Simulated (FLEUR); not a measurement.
Runs of FLEUR MaX-R8.1 (later development tree) on Fe. It takes space group P6_3/mmc (No. 194, hexagonal). The conventional cell has a = 2.434 Å, b = 2.434 Å, c = 3.842 Å, α = 90.00°, β = 90.00°, γ = 120.00°. Fe (site symmetry -6m2) has 12 Fe at 2.38 to 2.43 Å as nearest neighbours. This isn't the form of Fe at room conditions, which is bcc.

```tsv
U	gap on the mesh (eV)	moment (μB)
Fe d U = 8 eV	none	(a)
Fe d U = 4 eV	none	5.52
Fe d U = 3 eV	none	5.36
Fe d U = 2 eV	none	5.31
Fe d U = 6 eV	none	5.98
Fe d U = 5 eV	none	(b)
```

Alike in all rows: task single point; level PBEsol+U; potentials or basis all-electron, FLAPW; spin collinear, ferromagnetic start; cell as given; k mesh 10 × 10 × 6; smearing fermi-dirac 0.05 eV; kmax 4.76 1/bohr.

Task: Estimate the missing entries.

Result: (a) 6.17; (b) 5.63.

Caveats: the U is typed as a test and isn't derived for this compound.

A gap of «none» marks a metal or a gap under the smearing width.
